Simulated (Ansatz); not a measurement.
The system is TiSi2.

```
Ti Si
1.0
     0.00000    4.11752    4.26290
     2.38951    0.00000    4.26290
     2.38951    4.11752    0.00000
Ti Si
2 4
Cartesian
  3.5843 6.1763 6.3943
  2.3895 4.1175 4.2629
  1.1948 3.3975 2.1314
  1.1948 0.7200 2.1314
  2.3895 1.3387 4.2629
  2.3895 6.8963 4.2629
```

The cell is a database's computed one.

Base run:

* Program: Ansatz 0.2.0
* Functional: r2SCAN
* Potentials or basis: Ansatz PAW
* Cutoff: 500 eV (not typed: the program's choice for these potentials)
* k mesh: 7 × 7 × 7
* Occupations: fermi-dirac, width 0.05 eV
* Spin: no spin polarisation

Its results: band gap on the k mesh none (metal or under the smearing width); pressure -0.2 GPa; largest force 0.016 eV/Å.

The run is repeated on the same cell with these changes: functional from r2SCAN to revPBE; cutoff from 500 eV (not typed: the program's choice for these potentials) to 420 eV (not typed: the program's choice for these potentials). What comes out?

Band gap on the k mesh none (metal or under the smearing width); pressure 4.0 GPa; largest force 0.011 eV/Å.

Caveats: the PAW data sets come from PBE, with cores solved anew for the run's functional, which leaves a small shift of forces and pressure; the density of states is complete only up to the lowest level of the last band computed.
